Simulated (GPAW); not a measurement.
**ZrSe2: band structure with PBEsol**

**The experiment to reproduce.**

From “Stress-Tuned Optical Transitions in Layered 1T-MX2 (M= Hf, Zr, Sn; X= S, Se) Crystals”, 2022, arxiv:2210.12074, for a bulk crystal of ZrSe2: band gap 1.2 eV (indirect).

ZrSe2:

```xyz
3
Lattice="3.7980 0.0000 0.0000 -1.8990 3.2892 0.0000 0.0000 0.0000 6.1920" Properties=species:S:1:pos:R:3 pbc="T T T"
Zr    0.0000    0.0000    0.0000
Se    1.8990    1.0964    4.6440
Se    0.0000    2.1928    1.5480
```

```yaml
Program: GPAW 26.7.0
Task: band structure
Functional: PBEsol
Potentials_or_basis: PAW data sets generated in the run's folder for this functional
Cutoff: 600 eV
Basis: pw
k_mesh: 8 × 8 × 5
Occupations: fermi-dirac, width 0.05 eV
Spin: no spin polarisation
Maxiter: 150
Band_path: GMKGALHA,LM,KH
Band_points: 60
```

```yaml
Pressure: -1.4 GPa
Largest_force: 0.066 eV/Å
Band_gap_on_the_k_mesh: 0.36 eV, indirect (least direct gap 1.01 eV)
Band_gap_along_the_path: 0.32 eV, indirect (least direct gap 1.01 eV)
```

Forces on the atoms (eV/Å):
```
Zr   0.000  0.000  0.000
Se   0.000  0.000 -0.066
Se   0.000  0.000  0.066
```

Stress tensor (GPa, compression positive):
```
-2.09  0.00  0.00
 0.00 -2.09  0.00
 0.00  0.00  0.00
```

Levels at the corners of the path, in eV from the valence-band top:
| point | band 9 | band 10 | band 11 | band 12 | band 13 | band 14 | band 15 | band 16 |
| --- | --- | --- | --- | --- | --- | --- | --- | --- |
| Γ | -2.74 | -0.06 | -0.06 | -0.01 | 1.01 | 1.01 | 1.53 | 4.33 |
| M | -2.70 | -2.51 | -2.16 | -1.38 | 0.52 | 2.48 | 2.81 | 4.81 |
| K | -3.59 | -2.33 | -2.33 | -1.76 | 1.64 | 2.57 | 2.57 | 4.05 |
| Γ | -2.74 | -0.06 | -0.06 | -0.01 | 1.01 | 1.01 | 1.53 | 4.33 |
| A | -2.69 | -2.10 | -0.22 | -0.22 | 0.98 | 0.98 | 1.91 | 4.73 |
| L | -2.69 | -2.54 | -1.07 | -0.99 | 0.32 | 2.48 | 2.80 | 4.49 |
| H | -3.40 | -2.39 | -2.01 | -2.01 | 1.71 | 2.16 | 2.16 | 4.87 |
| A | -2.69 | -2.10 | -0.22 | -0.22 | 0.98 | 0.98 | 1.91 | 4.73 |
| L | -2.69 | -2.54 | -1.07 | -0.99 | 0.32 | 2.48 | 2.80 | 4.49 |
| M | -2.70 | -2.51 | -2.16 | -1.38 | 0.52 | 2.48 | 2.81 | 4.81 |
| K | -3.59 | -2.33 | -2.33 | -1.76 | 1.64 | 2.57 | 2.57 | 4.05 |
| H | -3.40 | -2.39 | -2.01 | -2.01 | 1.71 | 2.16 | 2.16 | 4.87 |

It took 110 s on 1 thread of Arm Neoverse V1 (shared host), peak memory 0.37 GiB.

Against the measured gap of ZrSe2, 1.2 eV (indirect; quoted in “Stress-Tuned Optical Transitions in Layered 1T-MX2 (M= Hf, Zr, Sn; X= S, Se) Crystals”, 2022, arxiv:2210.12074), the calculated 0.32 eV is off by -0.88 eV. Spin-orbit coupling on Se, Zr is left out. The value is that of PBEsol, without temperature or zero-point motion. Semilocal functionals fall short of measured gaps as a rule.

Caveat: this functional lacks dispersion, which binds the layers, so the pressure and a relaxed spacing across them are unreliable.
